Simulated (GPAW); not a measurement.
Write an ASE script for GPAW 26.7.0 that does the following.

```yaml
Task: relaxation of cell and atoms
Functional: PBEsol
Potentials_or_basis: PAW data sets generated in the run's folder for this functional
Cutoff: 600 eV
Basis: pw
k_mesh: 8 × 8 × 8
Occupations: fermi-dirac, width 0.05 eV
Spin: no spin polarisation
Target_pressure: 10 GPa
Maxiter: 150
Optimizer: BFGS
Fmax: 0.02 eV/Å
Max_steps: 60
Target_pressure: 10 GPa
Convergence: density=1e-05 forces=0.0001
```

InP:

```
In P
1.0
     0.00000    2.93050    2.93050
     2.93050    0.00000    2.93050
     2.93050    2.93050    0.00000
In P
1 1
Direct
  0.00000 0.00000 0.00000
  0.75000 0.75000 0.75000
```

The input as run:

run.py

```python
from ase import Atoms
from ase.filters import FrechetCellFilter
from ase.io import write
from ase.optimize import BFGS
from ase.units import GPa
from gpaw import GPAW, PW, setup_paths

setup_paths.insert(0, '.')

atoms = Atoms(['In', 'P'],
              cell=[[0.0, 2.9305, 2.9305],
                    [2.9305, 0.0, 2.9305],
                    [2.9305, 2.9305, 0.0]],
              scaled_positions=[[0.0, 0.0, 0.0],
                                [0.75, 0.75, 0.75]],
              pbc=True)

calc = GPAW(mode=PW(600),
            xc='PBEsol',
            kpts={'size': (8, 8, 8), 'gamma': True},
            occupations={'name': 'fermi-dirac', 'width': 0.05},
            nbands=18,
            convergence={'density': 1e-05, 'forces': 0.0001},
            maxiter=150,
            txt='gpaw.txt')
atoms.calc = calc
opt = BFGS(FrechetCellFilter(atoms, scalar_pressure=10 * GPa), trajectory='relax.traj', logfile='-')
done = opt.run(fmax=0.02, steps=60)
calc.write('gs.gpw')
write('result.traj', atoms)
print('Converged:', done)
print('Cell:', atoms.cell.cellpar().round(4))
print('Volume:', round(atoms.get_volume(), 4))
print(atoms.get_scaled_positions().round(5))
```

Potentials or basis: PAW data sets generated in the run's folder for this functional, pw.

Command:

```sh
$ gpaw-setup -f PBEsol In P
$ OMP_NUM_THREADS=1 python run.py
```

Results of the run:

```json
{"Relaxed volume": "22.60 Å³/atom", "Relaxed cell": "a = 3.998 Å, b = 3.998 Å, c = 3.998 Å, α = 60.00°, β = 60.00°, γ = 60.00°", "Space group after relaxing (to 0.05 Å)": "F-43m (No. 216)", "Energy change on relaxing (the enthalpy is what falls)": "+76.0 meV/atom", "Ionic steps": "4", "Pressure after relaxing": "9.9 GPa", "Band gap on the k mesh": "1.17 eV, direct"}
```

Caveat: later steps reuse the first step's grids; spin-orbit coupling is left out, which moves the levels of the heavy elements.

Wall time 33 s on 1 thread of Intel(R) Xeon(R) 6975P-C (Granite Rapids), with other jobs on the host, peak memory 0.21 GiB.
